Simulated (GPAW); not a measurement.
# FeO (Wuestite) (Fm-3m) in GPAW: equation of state

Aim: energy against volume of FeO (Wuestite) in PBEsol, for its equilibrium volume and stiffness.

Program: GPAW 26.7.0. These are calculated values, not measurements. Logs are shortened: lines on timing, memory, paths and dates and some standing lists are left out, and cuts for length are marked. The log counts tension as positive stress, the text compression.

## Step 1: The crystal as given

Symmetry: Fm-3m, No. 225, cubic system. The conventional cell has a = 4.311 Å, b = 4.311 Å, c = 4.311 Å, α = 90.00°, β = 90.00°, γ = 90.00°. Around Fe (site symmetry m-3m) lie 6 O at 2.16 Å. Around O (site symmetry m-3m) lie 6 Fe at 2.16 Å.

## Step 2: Equation of state, PBEsol, collinear spin, ferromagnetic start

Input file run.py:

```python
from ase import Atoms
from ase.eos import EquationOfState
from ase.io import Trajectory
from ase.units import GPa
from gpaw import GPAW, PW, setup_paths

setup_paths.insert(0, '.')

atoms = Atoms(['Fe', 'O'],
              cell=[[0.0, 2.1554, 2.1554],
                    [2.1554, 0.0, 2.1554],
                    [2.1554, 2.1554, 0.0]],
              scaled_positions=[[0.0, 0.0, 0.0],
                                [0.5, 0.5, 0.5]],
              pbc=True)
atoms.set_initial_magnetic_moments([3.0, 0.0])

traj = Trajectory('eos.traj', 'w')
volumes, energies = [], []
for x in [0.94, 0.96, 0.98, 1.0, 1.02, 1.04, 1.06]:
    a = atoms.copy()
    a.set_cell(atoms.cell * x**(1 / 3), scale_atoms=True)
    calc = GPAW(mode=PW(800),
                xc='PBEsol',
                kpts={'size': (11, 11, 11), 'gamma': True},
                occupations={'name': 'fermi-dirac', 'width': 0.05},
                nbands=17,
                convergence={'density': 1e-05, 'energy': 1e-05},
                maxiter=150,
                txt=f'eos-{x:.2f}.txt')
    a.calc = calc
    energies.append(a.get_potential_energy(force_consistent=True))
    volumes.append(a.get_volume())
    p = -a.get_stress()[:3].mean() / GPa
    calc.write(f'eos-{x:.2f}.gpw')
    traj.write(a)
    print(f'{x:.2f} {volumes[-1]:10.4f} A^3 {energies[-1]:14.6f} eV {p:9.3f} GPa', flush=True)

v0, e0, B = EquationOfState(volumes, energies, eos='birchmurnaghan').fit()
print(f'V0 = {v0:.4f} A^3, E0 = {e0:.6f} eV, B0 = {B / GPa:.2f} GPa')
```

Potentials or basis: PAW data sets generated in the run's folder for this functional, pw.

Started as:

```
$ gpaw-setup -f PBEsol Fe O
$ OMP_NUM_THREADS=1 python run.py
```

Log:

```text
__  _  _
 | _ |_)|_||  |
 |__||  | ||/\| - 26.7.0

Input parameters:
  mode=PW(ecut=800.0),
  convergence={'density': 1e-05, 'energy': 1e-05},
  kpts=MonkhorstPack(size=(11, 11, 11), gamma=True),
  maxiter=150,
  nbands=17,
  occupations=Occupations(name='fermi-dirac', width=0.05),
  xc=XC(name='PBEsol')

Diagonalizing LCAO Hamiltonian
Converting LCAO to pw mode

              O

       Fe

Atoms  # Å, Bohr magnetons
|   | symbol |        x |        y |        z |    initial magnetic moments |
|---|--------|----------|----------|----------|-----------------------------|
| 0 |     Fe | 0.000000 | 0.000000 | 0.000000 | ( 0.0000,  0.0000,  3.0000) |
| 1 |      O | 2.126269 | 2.126269 | 2.126269 | ( 0.0000,  0.0000,  0.0000) |

Unit cell  # Å
| periodic |        x |        y |        z |  lengths |    angles |
|----------|----------|----------|----------|----------|-----------|
|      yes | 0.000000 | 2.126269 | 2.126269 | 3.006999 | 60.000000 |
|      yes | 2.126269 | 0.000000 | 2.126269 | 3.006999 | 60.000000 |
|      yes | 2.126269 | 2.126269 | 0.000000 | 3.006999 | 60.000000 |

Number of symmetries: 48
Symmetry operations  # r_c * U_cc + t_c -> r_c
|    | kind |            matrix            |
|----|------|------------------------------|
|  0 |  σ   |  1, 0, 0,  1, 0,-1,  1,-1, 0 |
|  1 |  C2  |  1, 0, 0,  1,-1, 0,  1, 0,-1 |
|  2 |  E   |  1, 0, 0,  0, 1, 0,  0, 0, 1 |
|  3 |  σ   |  1, 0, 0,  0, 0, 1,  0, 1, 0 |
|  4 |  C4  |  1, 0,-1,  1, 0, 0,  1,-1, 0 |
|  5 |  S6  |  1, 0,-1,  1,-1, 0,  1, 0, 0 |
|  6 |  σ   |  1, 0,-1,  0, 1,-1,  0, 0,-1 |
|  7 |  C3  |  1, 0,-1,  0, 0,-1,  0, 1,-1 |
|  8 |  S6  |  1,-1, 0,  1, 0, 0,  1, 0,-1 |
|  9 |  C4  |  1,-1, 0,  1, 0,-1,  1, 0, 0 |
| 10 |  C3  |  1,-1, 0,  0,-1, 1,  0,-1, 0 |
| 11 |  σ   |  1,-1, 0,  0,-1, 0,  0,-1, 1 |
| 12 |  σ   |  0, 1, 0,  1, 0, 0,  0, 0, 1 |
| 13 |  C4  |  0, 1, 0,  0, 1,-1, -1, 1, 0 |
| 14 |  C3  |  0, 1, 0,  0, 0, 1,  1, 0, 0 |
| 15 |  S6  |  0, 1, 0, -1, 1, 0,  0, 1,-1 |
| 16 |  C2  |  0, 1,-1,  1, 0,-1,  0, 0,-1 |
| 17 |  σ   |  0, 1,-1,  0, 1, 0, -1, 1, 0 |
| 18 |  S4  |  0, 1,-1,  0, 0,-1,  1, 0,-1 |
| 19 |  C4  |  0, 1,-1, -1, 1, 0,  0, 1, 0 |
| 20 |  C3  |  0, 0, 1,  1, 0, 0,  0, 1, 0 |
| 21 |  σ   |  0, 0, 1,  0, 1, 0,  1, 0, 0 |
| 22 |  S6  |  0, 0, 1,  0,-1, 1, -1, 0, 1 |
| 23 |  C4  |  0, 0, 1, -1, 0, 1,  0,-1, 1 |
| 24 |  S4  |  0, 0,-1,  1, 0,-1,  0, 1,-1 |
| 25 |  C3  |  0, 0,-1,  0, 1,-1,  1, 0,-1 |
| 26 |  C2  |  0, 0,-1,  0,-1, 0, -1, 0, 0 |
| 27 |  S6  |  0, 0,-1, -1, 0, 0,  0,-1, 0 |
| 28 |  S4  |  0,-1, 1,  1,-1, 0,  0,-1, 0 |
| 29 |  C4  |  0,-1, 1,  0, 0, 1, -1, 0, 1 |
| 30 |  C2  |  0,-1, 1,  0,-1, 0,  1,-1, 0 |
| 31 |  σ   |  0,-1, 1, -1, 0, 1,  0, 0, 1 |
| 32 |  C3  |  0,-1, 0,  1,-1, 0,  0,-1, 1 |
| 33 |  S6  |  0,-1, 0,  0, 0,-1, -1, 0, 0 |
| 34 |  S4  |  0,-1, 0,  0,-1, 1,  1,-1, 0 |
| 35 |  C2  |  0,-1, 0, -1, 0, 0,  0, 0,-1 |
| 36 |  C2  | -1, 1, 0,  0, 1, 0,  0, 1,-1 |
| 37 |  S6  | -1, 1, 0,  0, 1,-1,  0, 1, 0 |
| 38 |  S4  | -1, 1, 0, -1, 0, 1, -1, 0, 0 |
| 39 |  C3  | -1, 1, 0, -1, 0, 0, -1, 0, 1 |
| 40 |  S6  | -1, 0, 1,  0, 0, 1,  0,-1, 1 |
| 41 |  C2  | -1, 0, 1,  0,-1, 1,  0, 0, 1 |
| 42 |  C3  | -1, 0, 1, -1, 1, 0, -1, 0, 0 |
| 43 |  S4  | -1, 0, 1, -1, 0, 0, -1, 1, 0 |
| 44 |  C2  | -1, 0, 0,  0, 0,-1,  0,-1, 0 |
| 45 |  i   | -1, 0, 0,  0,-1, 0,  0, 0,-1 |
| 46 |  σ   | -1, 0, 0, -1, 1, 0, -1, 0, 1 |
| 47 |  C2  | -1, 0, 0, -1, 0, 1, -1, 1, 0 |

BZ-sampling:
  Number of BZ points: 1331
  Number of IBZ points: 56

  Monkhorst-Pack size: [11, 11, 11]
  Monkhorst-Pack shift: [0, 0, 0]

K-points  # in reciprocal-cell coordinates
|     |                                coordinates |     weight |
|-----|--------------------------------------------|------------|
|   0 | (  0.00000000,   0.00000000,   0.00000000) | 0.00075131 |
|   1 | (  0.09090909,   0.09090909,   0.00000000) | 0.00450789 |
|   2 | (  0.09090909,   0.09090909,   0.09090909) | 0.00601052 |
|   3 | (  0.18181818,   0.09090909,   0.09090909) | 0.00901578 |
|   4 | (  0.18181818,   0.18181818,   0.00000000) | 0.00450789 |
|   5 | (  0.18181818,   0.18181818,   0.09090909) | 0.01803156 |
|   6 | (  0.18181818,   0.18181818,   0.18181818) | 0.00601052 |
|   7 | (  0.27272727,   0.18181818,   0.09090909) | 0.01803156 |
|   8 | (  0.27272727,   0.18181818,   0.18181818) | 0.01803156 |
|   9 | (  0.27272727,   0.27272727,   0.00000000) | 0.00450789 |
| ... |                                            |            |
|  55 | (  0.45454545,   0.45454545,   0.45454545) | 0.00601052 |

Plane wave coefficients: 1006
Cutoff: 800.0 eV

Spin-components: 2 (collinear spins)
Bands:           17
Projectors:      11
Spin-degeneracy: 1
Datatype:        complex128

Parallelization:
  kpt:    1
  domain: 1
  band:   1

Density:
  Valence electrons: 14.0
  Components: 2
  Grid points: [20 20 20]
  Charge: 0.0  # |e|

Potential:
  Grid points: [20 20 20]

species:
  Fe:
    name:    Iron
    Z:       26.0
    valence: 8
    core:    18
    charge:  0.0  # [|e|]
    compensation charges:
      type: gauss
      rc: 0.33  # [Å]
      lmax: 2
    cutoffs:
      filter: 2.06  # [Å]
      core: 2.67  # [Å]
    projectors
    | kind |    occ | energy [eV] | rcut [Å] |
    |------|--------|-------------|----------|
    |   4s |  2.000 |      -5.310 |    1.164 |
    |   4p |  0.000 |      -1.300 |    1.058 |
    |   3d |  6.000 |      -7.529 |    1.058 |
    |    s |        |      21.902 |    1.164 |
    |    p |        |      25.911 |    1.058 |
    |    d |        |      19.682 |    1.058 |

    Using partial waves for Fe as LCAO basis

  O:
    name:    Oxygen
    Z:       8.0
    valence: 6
    core:    2
    charge:  0.0  # [|e|]
    compensation charges:
      type: gauss
      rc: 0.21  # [Å]
      lmax: 2
    cutoffs:
      filter: 1.17  # [Å]
      core: 0.83  # [Å]
    projectors
    | kind |    occ | energy [eV] | rcut [Å] |
    |------|--------|-------------|----------|
    |   2s |  2.000 |     -23.808 |    0.688 |
    |   2p |  4.000 |      -8.972 |    0.598 |
    |    s |        |       3.404 |    0.688 |
    |    p |        |      18.239 |    0.598 |
    |    d |        |       0.000 |    0.619 |

    Using partial waves for O as LCAO basis

Reference energy: -36621.116537  # eV

eigensolver:
  PPCG
  Converge bands: occupied
  niter=2

density mixing:
  MSR1-Mixer
  Pratt-step length: 0.05
  Maximum mixing coefficient: 0.75
  Old densities: 10
  SVD Regularization: 0.005
  Good broyden scale: 1.0
  Trust region scale: 1.0
  Backstep threshold: 4.0
  History deletion threshold: 6.0
  Fourier metric: weight=20.0, sigma=0.015

occupation numbers:
  Fermi-Dirac:
    width: 0.0500  # eV

poisson solver:
  ecut: 6400.0  # eV

xc functional:
  name: PBEsol with 2 nearest neighbor stencil

convergence criteria:
- Maximum integral of absolute [dens]ity change: 1e-05 electrons / valence electron
- Maximum [total energy] change in last 3 cyles: 1e-05 eV / valence electron
- Maximum integral of absolute [eigenst]ate change: 4e-08 eV^2 / valence electron
maximum number of iterations: 150

SCF iterations
|iter     | |      energy | eigst |  dens |  magmom |
|---------|-|-------------|-------|-------|---------|
|iter:   1| |  -17.224633 | -0.02 |       |  +3.0023|
|iter:   2| |  -17.038113 | -2.04 | -0.75 |  +3.0513|
|iter:   3| |  -16.760056 | -1.82 | -0.79 |  +3.5097|
|iter:   4| |  -16.810932 | -2.93 | -1.26 |  +3.7621|
|iter:   5| |  -16.827853 | -2.86 | -1.56 |  +4.0271|
|iter:   6| |  -16.827908 | -4.22 | -2.22 |  +3.9999|
|iter:   7| |  -16.827824c| -5.27 | -2.67 |  +3.9930|
|iter:   8| |  -16.827902c| -5.49 | -2.87 |  +4.0016|
|iter:   9| |  -16.827904c| -7.17 | -3.49 |  +3.9993|
|iter:  10| |  -16.827904c| -7.93c| -4.10 |  +3.9993|
|iter:  11| |  -16.827904c| -8.52c| -4.84 |  +3.9993|
|iter:  12| |  -16.827904c| -9.20c| -5.39c|  +3.9994|

Converged in 12 steps
Energy contributions relative to reference atoms: (reference = -36621.116537)

Energy contributions:
  Kinetic:          28.489552
  Coulomb:         -24.935205
  Zero:              0.260052
  External:          0.000000
  Xc:              -20.636902
  Entropy:          -0.010803
  Spinorbit:         0.000000
  ----------------------------
  Free energy:     -16.833306
  Extrapolated:    -16.827904

dipole moment: (-10.239190, -10.239190, -10.239190)  # |e|*Ang

Total magnetic moment: (0.000000, 0.000000, 3.999373)

Local magnetic moments
|        x |        y |        z |
|----------|----------|----------|
| 0.000000 | 0.000000 | 3.532910 |  # Fe   0
| 0.000000 | 0.000000 | 0.245144 |  # O    1

Fermi level: 9.708
Eigenvalues  # (at kpt = [0.000, 0.000, 0.000])
| band index |      eig [eV] | occ [0-1] |      eig [eV] | occ [0-1] |
|------------|---------------|-----------|---------------|-----------|
|          0 |       -11.427 |     1.000 |       -10.863 |     1.000 |
|          1 |         5.611 |     1.000 |         6.211 |     1.000 |
|          2 |         5.611 |     1.000 |         6.211 |     1.000 |
|          3 |         5.611 |     1.000 |         6.211 |     1.000 |
|          4 |         5.780 |     1.000 |         8.901 |     1.000 |
|          5 |         5.780 |     1.000 |         8.901 |     1.000 |
|          6 |         5.780 |     1.000 |         8.901 |     1.000 |
|          7 |         6.041 |     1.000 |         9.821 |     0.095 |
|          8 |         6.041 |     1.000 |         9.821 |     0.095 |
|          9 |         9.804 |     0.128 |        10.634 |     0.000 |
|         10 |        24.937 |     0.000 |        24.961 |     0.000 |
|         11 |        26.799 |     0.000 |        27.845 |     0.000 |
|         12 |        26.799 |     0.000 |        27.845 |     0.000 |
|         13 |        26.799 |     0.000 |        27.845 |     0.000 |
|         14 |        30.690 |     0.000 |        32.388 |     0.000 |
|         15 |        30.690 |     0.000 |        32.388 |     0.000 |
|         16 |        30.690 |     0.000 |        32.388 |     0.000 |

No gap
No difference between direct/indirect transitions

Stress tensor  # eV/Ang^3
|         x |         y |         z |
|-----------|-----------|-----------|
| -0.006907 | -0.000000 | -0.000000 |
| -0.000000 | -0.006907 |  0.000000 |
| -0.000000 |  0.000000 | -0.006907 |

# Writing to eos-0.96.gpw (mode='')
```

Run time: 4 min. Hardware: 1 thread of Arm Neoverse V2, shared host; peak memory 0.26 GiB.

Results:

```
Equilibrium volume                      : 9.69 Å³/atom
Bulk modulus                            : 210 GPa
Pressure derivative of the bulk modulus : 4.5
```

Energy against volume, from the lowest point:
| volume (Å³/atom) | energy (meV/atom) |
| --- | --- |
| 9.413 | 5.17 |
| 9.613 | 0.00 |
| 9.813 | 0.55 |
| 10.013 | 6.14 |
| 10.214 | 16.31 |
| 10.414 | 30.44 |
| 10.614 | 48.28 |
